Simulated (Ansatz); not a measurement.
# Zr (Fm-3m) in Ansatz: settings compared

The runs below take Zr through projected density of states, with LDA+U, PBE+D3(BJ)+U.

All numbers are computed with Ansatz 0.2.0; they aren't measurements. Logs are shortened: lines on timing, memory, paths and dates and some standing lists are left out, and cuts for length are marked.

### 1 The structure

Symmetry: Fm-3m, No. 225, cubic system. Conventional cell: a = 4.510 Å, b = 4.510 Å, c = 4.510 Å, α = 90.00°, β = 90.00°, γ = 90.00°. Zr (site symmetry m-3m) is surrounded by 12 Zr at 3.19 Å.

This isn't the form of Zr at room conditions, which is hcp.

### 2 Projected density of states, LDA+U

input.yaml reads:

```yaml
crystal:
  lattice:
    - [0.0, 2.255, 2.255]
    - [2.255, 0.0, 2.255]
    - [2.255, 2.255, 0.0]
  atoms:
    - { symbol: Zr, position: [0.0, 0.0, 0.0] }
hamiltonian:
  xc: lda
  pseudopotentials: { kind: paw, xc_functional: lda, accuracy: standard }
  hubbard: { sites: [{ species: Zr, l: d, u_eff: 7.0 }], projectors: atomic }
kpoints:
  mp_grid: { grid: [10, 10, 10] }
scf:
  occupations: { method: fermi_dirac, width: 0.1 }
  n_extra_bands: 6
output:
  forces: true
  stress: true
  eigenvalues: true
  dos: { projected: true, de: 0.05, nscf_kmesh: { grid: [15, 15, 15] } }
basis:
  xc_grid: 3
```

Potentials or basis: JTH PAW LDA.

Launch:

```sh
ansatz run input.yaml --threads 1 --pin off --max-ram 2560MiB --backend cpu --events-out ev --progress --plain --runs-dir out
```

Output:

```text
Warning: the checks of this Zr dataset prove no rule for summing its radial tables, as where they were carried onto another mesh than they were made on, and Gregory's rule is taken, under which a leading mesh point left out moves its sums only by what lay on the interval it spanned. That does not make them correct, and they differ from Quantum ESPRESSO's on this file; a re-export a fraction of a mesh step off can move them. hamiltonian.pseudopotentials.radial_quadrature: simpson_from_first_knot sums it by `pw.x`'s rule; on a PAW file no value gives `pw.x`'s numbers. What more to know: hamiltonian.pseudopotentials.radial_quadrature, in the input reference
Warning: RAYON_NUM_THREADS=1 ignored (pool sized by the plan → 1); use --threads N
scf.n_extra_bands = 6 over 6 filled bands (N_el = 12.0): the run solves 12 bands
Engine: ansatz 0.2.0, x86_64-unknown-linux-gnu
Pseudopotentials: kind: paw
Pseudopotential: Zr, paw, valence charge 12, recommended cutoff 990 eV (normal), Zr.paw.azcp
Functional definition: SPW92
  exchange = slater_x
  correlation = pw_c
Crystal: 1 atoms, lattice volume = 22.933 Å³
Basis set: ecut = 990 eV, 1639 PW (Γ), exchange–correlation on 120×120×120 points (27 copies of the dense FFT grid, shifted against one another)
Bands: 12, of which v1, the nominal top of the filled ones, is band 6 counted from 1 (5 counted from 0)
Symmetry: 48 space group operations
Space group: Fm-3m (ITA 225), of the structure as read, at distance tolerance 2.8e-5 Å
k-points: 47 of 1000
Non-local potential: Zr, projectors of the file, l = 0: 2, l = 1: 2, l = 2: 2
PAW form: compensated (Kresse and Joubert's): semilocal exchange-correlation on the pseudo side sees the compensation charge
PAW one-centre angular grid: Zr, 590 points (default); XC on 64 Gauss nodes
Initial density: superposition of atomic densities (chi_scale 0.1, normalization cell)
Initial wavefunctions: pseudopotential atomic-orbital guess
Functional: x = slater, c = lda
SCF iter   1: F=—  HF=-4061.836604 eV  |F-HF|=—  |Δ(HF+E_count)|=         —  Δρ=6.32e-2  dr2=1.25e0  ethr=3.10e-3  ⟨swp⟩=7.4  Hψ=4485  notcnv=0  defer=2
preconditioner: auto → none  [metal: Δε(μ)=0.056 eV  Ē_g=6.890 eV  σ=0.100 eV  W_gap=0.14  n_scr=8 (ndim 8)  ℏωp=15.5 eV  f_vac=0.000  D(μ)=1.70/eV (n_scr^D=14)  sad-step TF]
SCF iter   2: F=—  HF=-4062.705780 eV  |F-HF|=—  |Δ(HF+E_count)|=   8.69e-1  Δρ=3.42e-2  dr2=3.49e-1  ethr=3.10e-3  ⟨swp⟩=2.0  Hψ=1181  notcnv=0  defer=11
SCF iter   3: F=—  HF=-4063.207625 eV  |F-HF|=—  |Δ(HF+E_count)|=   5.02e-1  Δρ=2.24e-3  dr2=7.25e-4  ethr=2.91e-3  ⟨swp⟩=2.5  Hψ=978  notcnv=0  defer=11
SCF iter   4: F=—  HF=-4063.209482 eV  |F-HF|=—  |Δ(HF+E_count)|=   1.86e-3  Δρ=1.53e-3  dr2=3.48e-4  ethr=6.04e-6  ⟨swp⟩=2.0  Hψ=1011  notcnv=0  defer=11
SCF iter   5: F=—  HF=-4063.209910 eV  |F-HF|=—  |Δ(HF+E_count)|=   4.28e-4  Δρ=5.98e-4  dr2=5.78e-5  ethr=2.90e-6  ⟨swp⟩=2.0  Hψ=771  notcnv=0  defer=11
SCF iter   6: F=—  HF=-4063.210090 eV  |F-HF|=—  |Δ(HF+E_count)|=   1.80e-4  Δρ=3.58e-4  dr2=1.68e-5  ethr=4.82e-7  ⟨swp⟩=2.2  Hψ=836  notcnv=0  defer=11
SCF iter   7: F=—  HF=-4063.210342 eV  |F-HF|=—  |Δ(HF+E_count)|=   2.52e-4  Δρ=1.14e-4  dr2=2.40e-6  ethr=1.40e-7  ⟨swp⟩=2.0  Hψ=853  notcnv=0  defer=11
SCF iter   8: F=—  HF=-4063.210430 eV  |F-HF|=—  |Δ(HF+E_count)|=   8.78e-5  Δρ=3.79e-5  dr2=2.84e-7  ethr=2.00e-8  ⟨swp⟩=2.8  Hψ=924  notcnv=0  defer=11
SCF iter   9: F=—  HF=-4063.210440 eV  |F-HF|=—  |Δ(HF+E_count)|=   1.04e-5  Δρ=1.34e-5  dr2=4.15e-8  ethr=8.33e-10  ⟨swp⟩=9.1  Hψ=3488  notcnv=0
SCF iter  10: F=-4063.210442 eV  HF=-4063.210442 eV  |F-HF|=9.42e-9  |Δ(HF+E_count)|=   1.38e-6  Δρ=3.62e-6  dr2=3.05e-9  ethr=3.45e-10  ⟨swp⟩=6.4  Hψ=2713  notcnv=0
SCF 1 converged in 10 iterations: F = -4063.210442 eV  dr2 = 3.05e-9
NSCF: frozen V_eff on 120 k-points
SCF converged after 10 iterations
Free energy (F): -4063.210442 eV
Harris-Foulkes:  -4063.210442 eV  (|F-HF|=9.42e-9)
Internal energy: -4063.159586 eV  (E = F + TS)
E sigma→0 (E₀):  -4063.185014 eV
Entropy (-TS):   -0.050856 eV (-50.856 meV/atom)
Fermi energy:    13.424064 eV
--- Per-component energies (eV) ---
  E_band       = -99.057880
  E_kinetic    = 328.260176
  E_local      = -885.566732  (includes V_loc(G=0)·N_el)
  E_nonlocal   = 352.089075
  E_hartree    = 203.860702
  E_xc         = -190.653974
  E_vxc        = -218.034217  (∫ρ·V_xc dr)
  E_hubbard    = 8.621979  (on-site DFT+U / exact-exchange correction)
  E_vhub       = -1.708809  (the Hubbard potential's part of the band-sum identity)
  E_paw        = -2825.786782  (= ΣΔE_a)
  E_vpaw       = -81.818199  (= ΣTr[D̂ρ^β])
  E_aug_tail   = -0.000001  (compensation charges beyond the density's cutoff)
  E_ewald      = -1053.984028
  E_smearing   = -0.050856  (= −TS)
  E_closure    = 0.000000  (closes the sum)
  Σ components = -4063.210442   (vs F -4063.210442, Δ=0.00e0)
--- Forces (eV/Å), atoms counted from 1 ---
  atom   1  Zr     0.00000000    -0.00000000    -0.00000000
  max |Σ_I F_I| component: 2.47e-31 eV/Å
--- Stress (GPa, compression-positive) ---
       -8.080503       0.000000       0.000000
       -0.000000      -8.080503       0.000000
        0.000000       0.000000      -8.080503
  P = ⅓ Tr σ = -8.0805 GPa (-80.805 kbar)
--- Band table (eV; the first three rows and the last of 47) ---
  k-point 0: bands = ["-34.7728", "-12.3137", "-12.3137", "-12.3137", "8.1524", "14.2395", "14.2395", "14.2395", "17.1981", "17.1981", "24.3494", "28.4494"]
  k-point 1: bands = ["-34.7615", "-12.4198", "-12.3272", "-12.3272", "8.4647", "13.9546", "14.4003", "14.4003", "17.0579", "17.0579", "25.0168", "27.3078"]
  k-point 2: bands = ["-34.7549", "-12.6848", "-12.3616", "-12.3616", "9.1640", "13.4732", "14.6904", "14.6904", "16.9543", "16.9543", "25.3207", "26.9669"]
  k-point 46: bands = ["-34.5686", "-13.1182", "-12.9278", "-12.6853", "11.9229", "12.0713", "13.6216", "16.4811", "19.2984", "22.2891", "23.3201", "23.4343"]
Occupation matrices written to <dir>
```

Run time: 7.1 s. Hardware: 1 thread of Intel Xeon Platinum 8259CL at 2.50GHz (Skylake/Cascade Lake), shared host; peak memory 0.42 GiB.

Results:

```yaml
Free_energy: -4063.2104 eV
Pressure: -8.1 GPa
Band_gap_on_the_k_mesh: none (metal or under the smearing width)
Density_of_states_at_the_Fermi_level: 1.48 states/eV per cell
```

Levels at points of the mesh, in eV from the Fermi level:
```csv
k point,band 3,band 4,band 5,band 6,band 7,band 8,band 9,band 10
"(0.00, 0.00, 0.00)",-25.74,-25.74,-5.27,0.82,0.82,0.82,3.77,3.77
"(0.00, 0.00, -0.50)",-25.87,-25.87,-3.81,0.94,0.94,1.51,5.45,5.45
"(0.00, -0.50, -0.50)",-26.10,-26.10,-2.68,-2.56,3.44,5.60,5.87,5.87
```

States per cell in windows of 1 eV (zero at the Fermi level; states under -8 eV left out):
```tsv
from (eV)	total	Zr 4d	Zr 5p	Zr 5s	Zr 4s	Zr 4p
-8.0	0.00	0.00	0.00	0.00	0.00	0.00
-7.0	0.00	0.00	0.00	0.00	0.00	0.00
-6.0	0.01	0.00	0.00	0.01	0.00	0.00
-5.0	0.11	0.00	0.03	0.05	0.01	0.00
-4.0	0.48	0.21	0.12	0.10	0.03	0.01
-3.0	1.12	0.83	0.15	0.09	0.03	0.02
-2.0	1.05	0.93	0.08	0.02	0.01	0.02
-1.0	1.29	1.09	0.16	0.01	0.00	0.02
0.0	1.41	1.14	0.23	0.02	0.00	0.02
1.0	1.19	1.06	0.11	0.01	0.00	0.01
2.0	1.04	0.95	0.07	0.01	0.00	0.00
3.0	0.94	0.87	0.06	0.01	0.00	0.00
4.0	1.11	1.03	0.06	0.01	0.00	0.00
5.0	1.11	1.03	0.07	0.01	0.00	0.00
6.0	0.50	0.30	0.17	0.02	0.00	0.00
7.0	0.50	0.14	0.24	0.09	0.00	0.00
```

Eigenvalues of the final occupation matrices:
| site | spin | trace | eigenvalues |
| --- | --- | --- | --- |
| site 1 | 1 | 2.71 | 0.49 0.49 0.58 0.58 0.58 |

Caveat: U without spin polarisation on a metal has little footing; the U is typed as a test and isn't derived for this compound.

### 3 Projected density of states, PBE+D3(BJ)+U, spin-orbit coupling, no magnetisation

input.yaml reads:

```yaml
crystal:
  lattice: { a: 4.51, b: 4.51, c: 4.51, alpha: 90.0, beta: 90.0, gamma: 90.0 }
  space_group: 225
  reduce_to_primitive: true
  atoms:
    - { symbol: Zr, wyckoff: "4a", position: [0.0, 0.0, 0.0] }
hamiltonian:
  xc: pbe
  pseudopotentials: { kind: nc_fr }
  dispersion: d3bj
  hubbard: { sites: [{ species: Zr, l: d, u_eff: 6.0 }], double_counting: amf }
magnetization:
  noncollinear: true
  spin_orbit: true
kpoints:
  mp_grid: { grid: [10, 10, 10] }
scf:
  occupations: { method: gaussian, width: 0.025 }
  n_extra_bands: 6
output:
  forces: true
  stress: true
  eigenvalues: true
  dos: { projected: true, de: 0.05, nscf_kmesh: { grid: [15, 15, 15] } }
```

Potentials or basis: PseudoDojo standard (PBE files).

Launch:

```sh
ansatz run input.yaml --threads 1 --pin off --max-ram 2560MiB --backend cpu --events-out ev --progress --plain --runs-dir out
```

It took 39 s on 1 thread of Intel Xeon Platinum 8259CL at 2.50GHz (Skylake/Cascade Lake), shared host; peak memory 0.57 GiB.

It converged, with:

| Property | Result |
| --- | --- |
| Free energy | -1377.9858 eV |
| Pressure | -1.8 GPa |
| Band gap on the k mesh | none (metal or under the smearing width) |
| Density of states at the Fermi level | 1.51 states/eV per cell |

Levels at points of the mesh, in eV from the Fermi level:
```
             k point  band 9  band 10  band 11  band 12  band 13  band 14  band 15  band 16
  (0.00, 0.00, 0.00)   -5.44    -5.44     0.90     0.90     0.90     0.90     0.98     0.98
 (0.00, 0.00, -0.50)   -2.99    -2.99     0.93     0.93     1.11     1.11     1.28     1.28
(0.00, -0.50, -0.50)   -2.64    -2.64    -2.28    -2.28     3.21     3.21     5.62     5.62
```

States per cell in windows of 0.5 eV (zero at the Fermi level; states under -8 eV left out):
| from (eV) | total | Zr 4d j=2.5 | Zr 4d j=1.5 | Zr 5s j=0.5 |
| --- | --- | --- | --- | --- |
| -8.0 | 0.00 | 0.00 | 0.00 | 0.00 |
| -7.5 | 0.00 | 0.00 | 0.00 | 0.00 |
| -7.0 | 0.00 | 0.00 | 0.00 | 0.00 |
| -6.5 | 0.00 | 0.00 | 0.00 | 0.00 |
| -6.0 | 0.00 | 0.00 | 0.00 | 0.00 |
| -5.5 | 0.02 | 0.00 | 0.00 | 0.02 |
| -5.0 | 0.04 | 0.00 | 0.00 | 0.04 |
| -4.5 | 0.06 | 0.00 | 0.00 | 0.06 |
| -4.0 | 0.09 | 0.01 | 0.00 | 0.08 |
| -3.5 | 0.16 | 0.03 | 0.02 | 0.11 |
| -3.0 | 0.37 | 0.13 | 0.09 | 0.14 |
| -2.5 | 0.64 | 0.29 | 0.20 | 0.13 |
| -2.0 | 0.70 | 0.36 | 0.25 | 0.07 |
| -1.5 | 0.55 | 0.30 | 0.21 | 0.02 |
| -1.0 | 0.61 | 0.33 | 0.24 | 0.02 |
| -0.5 | 0.74 | 0.37 | 0.28 | 0.05 |
| 0.0 | 0.79 | 0.38 | 0.29 | 0.06 |
| 0.5 | 0.66 | 0.29 | 0.27 | 0.05 |
| 1.0 | 0.73 | 0.38 | 0.28 | 0.03 |
| 1.5 | 0.47 | 0.29 | 0.15 | 0.01 |
| 2.0 | 0.41 | 0.24 | 0.14 | 0.01 |
| 2.5 | 0.61 | 0.36 | 0.21 | 0.02 |
| 3.0 | 0.52 | 0.30 | 0.18 | 0.02 |
| 3.5 | 0.38 | 0.21 | 0.14 | 0.02 |
| 4.0 | 0.36 | 0.20 | 0.13 | 0.01 |
| 4.5 | 0.52 | 0.30 | 0.20 | 0.01 |
| 5.0 | 0.48 | 0.27 | 0.19 | 0.01 |
| 5.5 | 0.06 | 0.04 | 0.02 | 0.00 |
| 6.0 | 0.00 | 0.00 | 0.00 | 0.00 |
| 6.5 | 0.00 | 0.00 | 0.00 | 0.00 |
| 7.0 | 0.00 | 0.00 | 0.00 | 0.00 |
| 7.5 | 0.00 | 0.00 | 0.00 | 0.00 |

Caveat: U without spin polarisation on a metal has little footing; pairwise dispersion overbinds metals, which lowers pressure and volume; the U is typed as a test and isn't derived for this compound.
